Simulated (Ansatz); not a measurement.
TaN, 4 atoms in the cell. The structure is tetragonal, space group P4/nmm (No. 129). The conventional cell has a = 3.399 Å, b = 3.399 Å, c = 4.977 Å, α = 90.00°, β = 90.00°, γ = 90.00°. Around Ta (site symmetry -4m2) lie 4 N at 2.16 Å and 4 Ta at 2.40 Å. Around N (site symmetry 4mm) lie 4 Ta at 2.16 Å. The cell was built by a generator and needn't be a form met in nature.

| Quantity | Value |
| --- | --- |
| Program | Ansatz 0.2.0 |
| Task | band structure |
| Functional | PBEsol |
| Potentials or basis | Ansatz PAW |
| Cutoff | 420 eV (not typed: the program's choice for these potentials) |
| k mesh | 8 × 8 × 6 |
| Occupations | fermi-dirac, width 0.05 eV |
| Spin | spin-orbit coupling, no magnetisation |
| Path | [["G", "X", "M", "G", "Z", "R", "A", "Z"], ["X", "R"], ["M", "A"]] |
| Points for each segment of the path | 14 |

Potentials or basis: Ansatz PAW.

The run is started by

```console
$ ansatz run input.yaml --threads 2 --pin off --max-ram 5632MiB --backend cpu --events-out ev --progress --plain --runs-dir out
```

Hardware: 2 threads of Arm Neoverse V2, on a shared host.

Question: Estimate the wall time of this run.

Answer: It took 42 s on 2 threads of Arm Neoverse V2 (shared host), peak memory 0.58 GiB. Counts: scf iterations 9, plane waves 1109, k points 60, bands 46.
